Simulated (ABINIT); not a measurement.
# Si (I4_1/amd) in ABINIT: a series of runs, part 2 of 2

ABINIT 10.8.3 (patched build). Earlier steps stand in the parts before.

## (5) Relaxation of cell and atoms, PBEsol

The input, run.abi:

```
# Pseudopotentials
pp_dirpath "./"
pseudos "Si.upf"

# Structure
acell 3*1.0
rprim
    -4.4812441950     4.4812441950     2.5119475339
     4.4812441950    -4.4812441950     2.5119475339
     4.4812441950     4.4812441950    -2.5119475339
ntypat 1
znucl 14
natom 2
typat 1 1
chkprim 0
chksymtnons 0
tolsym 1.0e-6
xred
            1/2            1/2            0.0
            1/4            3/4            1/2

# Plane-wave basis
ecut 489.804952 eV
ecutsm 0.5

# k points
kptopt 1
ngkpt 8 8 8
nshiftk 1
shiftk 0.0 0.0 0.0

# Exchange and correlation
ixc -116133

# Bands and occupations
nband 8
occopt 3
tsmear 0.00183747

# SCF cycle
nstep 80
tolvrs 1.0e-12

# Output
iomode 3
prteig 0
prtebands 0
prtwf 0
prtden 0

# Relaxation
ionmov 2
optcell 2
ntime 50
tolmxf 2.0e-5
dilatmx 1.08
```

Potentials or basis: PseudoDojo NC SR PBEsol v0.4 stringent.

On the command line:

```console
$ abinit run.abi > log 2>&1
```

run.abo:

```text
.Version 10.8.3 of ABINIT
 Symmetries : space group I4_1/a m d (#141); Bravais tI (body-center tetrag.)
================================================================================
 Values of the parameters that define the memory need of the present run
     intxc =       0    ionmov =       2      iscf =       7    lmnmax =       6
     lnmax =       6     mgfft =      30  mpssoang =       3    mqgrid =    3001
     natom =       2  nloc_mem =       1    nspden =       1   nspinor =       1
    nsppol =       1      nsym =      16    n1xccc =    2501    ntypat =       1
    occopt =       3   xclevel =       2
       mpw =         942          nfft =       27000          nkpt =          59
================================================================================
================================================================================

--------------------------------------------------------------------------------
------------- Echo of variables that govern the present computation ------------
[... 713 lines left out ...]

== END DATASET(S) ==============================================================
================================================================================

 -outvars: echo values of variables after computation  --------
            acell      6.8307524161E+00  6.8307524161E+00  6.8307524161E+00 Bohr
           etotal     -8.4492159240E+00
            fcart     -0.0000000000E+00 -0.0000000000E+00 -0.0000000000E+00
                      -0.0000000000E+00 -0.0000000000E+00 -0.0000000000E+00
            rprim     -6.5704544902E-01  6.5704544902E-01  3.6957077243E-01
                       6.5704544902E-01 -6.5704544902E-01  3.6957077243E-01
                       6.5704544902E-01  6.5704544902E-01 -3.6957077243E-01
           strten      4.2630029545E-08  4.2630029545E-08  4.0948703809E-08
                       0.0000000000E+00  0.0000000000E+00  0.0000000000E+00
           xangst     -5.2788885583E-17  1.5353602935E-16  1.3358795288E+00
                       2.3750080643E+00  2.3500188930E-16  6.6793976442E-01
             xred      5.0000000000E-01  5.0000000000E-01  2.1209852985E-17
                       2.5000000000E-01  7.5000000000E-01  5.0000000000E-01
 Calculation completed.
```

Wall time 54 s (1 thread of Arm Neoverse V1, shared host); peak memory 0.06 GiB.

What came out:

```yaml
Free_energy: -229.9149 eV
Relaxed_volume: 15.07 Å³/atom
Relaxed_cell: a = 3.615 Å, b = 3.615 Å, c = 3.615 Å, α = 97.85°, β = 97.85°, γ = 136.62°
Space_group_after_relaxing_to_0.05_Å: I4_1/amd (No. 141)
Energy_gained_by_relaxing: 0.4 meV/atom
Ionic_steps: 6
Pressure_after_relaxing: 0.0 GPa
Band_gap_on_the_k_mesh: none (metal or under the smearing width)
```

The path:
```tsv
step	energy change (eV)	largest force (eV/Å)	pressure (GPa)	volume (Å³)
1	0.0000	0.0000	0.86	29.90
2	-0.0004	0.0000	0.56	29.98
3	-0.0007	0.0000	-0.03	30.14
4	-0.0007	0.0000	-0.04	30.15
5	-0.0007	0.0000	-0.01	30.14
6	-0.0007	0.0000	0.00	30.14
```

Final structure:
```
Si
1.0
    -2.37501    2.37501    1.33588
     2.37501   -2.37501    1.33588
     2.37501    2.37501   -1.33588
Si
2
Cartesian
  0.0000 0.0000 1.3359
  2.3750 0.0000 0.6679
```

## (6) Single point, PBEsol (cell relaxed)

The input, run.abi:

```
# Pseudopotentials
pp_dirpath "./"
pseudos "Si.upf"

# Structure
acell 6.8307524264 6.8307524264 6.8307524264
rprim
    -0.6570454492     0.6570454492     0.3695707719
     0.6570454492    -0.6570454492     0.3695707719
     0.6570454492     0.6570454492    -0.3695707719
ntypat 1
znucl 14
natom 2
typat 1 1
xred
     0.5000000000     0.5000000000     0.0000000000
     0.2500000000     0.7500000000     0.5000000000
chkprim 0
chksymtnons 0
tolsym 1.0e-6

# Plane-wave basis
ecut 18.0

# k points
kptopt 1
ngkpt 8 8 8
nshiftk 1
shiftk 0.0 0.0 0.0

# Exchange and correlation
ixc -116133

# Bands and occupations
nband 8
occopt 3
tsmear 0.05 eV

# SCF cycle
nstep 100
tolvrs 1.0e-10

# Output
iomode 3
prtwf 0
prteig 0
prtebands 0
prtden 1
prtvha 1
prtvclmb 1
prtpot 1
prtelf 1
```

Potentials or basis: PseudoDojo NC SR PBEsol v0.4 stringent.

On the command line:

```console
$ abinit run.abi > log 2>&1
```

Run time: 10 s. Hardware: 1 thread of Arm Neoverse V1, shared host; peak memory 0.07 GiB.

The run converged. Its results:

| Property | Result |
| --- | --- |
| Free energy | -229.9150 eV |
| Pressure | 0.0 GPa |
| Band gap on the k mesh | none (metal or under the smearing width) |
| Valence electrons inside the program's atomic spheres | Si 1.73, 1.72 (radii [1.0584] Å) |

Levels at points of the mesh, in eV from the Fermi level:
| k point | band 1 | band 2 | band 3 | band 4 | band 5 | band 6 | band 7 | band 8 |
| --- | --- | --- | --- | --- | --- | --- | --- | --- |
| (0.00, 0.00, 0.00) | -13.88 | -2.44 | -2.44 | -1.75 | 1.51 | 7.45 | 8.93 | 9.03 |
| (0.50, 0.00, 0.00) | -7.79 | -6.92 | -2.12 | -1.88 | -1.55 | 0.99 | 4.51 | 5.47 |
| (0.50, 0.50, 0.00) | -10.72 | -10.72 | 0.40 | 0.40 | 2.73 | 2.73 | 7.95 | 7.95 |
| (0.50, 0.50, 0.50) | -8.24 | -8.24 | -6.87 | -6.87 | 5.37 | 5.37 | 13.18 | 13.19 |

## (7) Summary

| task | level | potentials or basis | cell | cutoff (eV) | fine-grid cutoff | cell freedom (optcell) | optimiser (ionmov) | cutoff smearing ecutsm (Ha) | force stop (Ha/bohr) | gap on the mesh (eV) | pressure (GPa) | relaxed volume (Å³/atom) |
| --- | --- | --- | --- | --- | --- | --- | --- | --- | --- | --- | --- | --- |
| single point | LDA | JTH PAW LDA v2.0 | as given | 299 | 598.65 eV | - | - | - | - | none | -0.7 | - |
| relaxation of cell and atoms | LDA | PseudoDojo NC SR LDA v0.4.1 standard | relaxed | 435 | - | 2 | 2 | 0.5 | 2e-05 | none | 0.0 | 14.84 |
| single point | LDA | PseudoDojo NC SR LDA v0.4.1 standard | cell relaxed | 435 | - | - | - | - | - | none | -0.1 | - |
| relaxation of cell and atoms | PBEsol | PseudoDojo NC SR PBEsol v0.4 stringent | relaxed | 490 | - | 2 | 2 | 0.5 | 2e-05 | none | 0.0 | 15.07 |
| single point | PBEsol | PseudoDojo NC SR PBEsol v0.4 stringent | cell relaxed | 490 | - | - | - | - | - | none | 0.0 | - |

Alike in all rows: no spin polarisation; k mesh 8 × 8 × 8; smearing fermi-dirac 0.05 eV.

Total energies depend on the potentials used, so only differences within one code and one set of settings carry meaning.
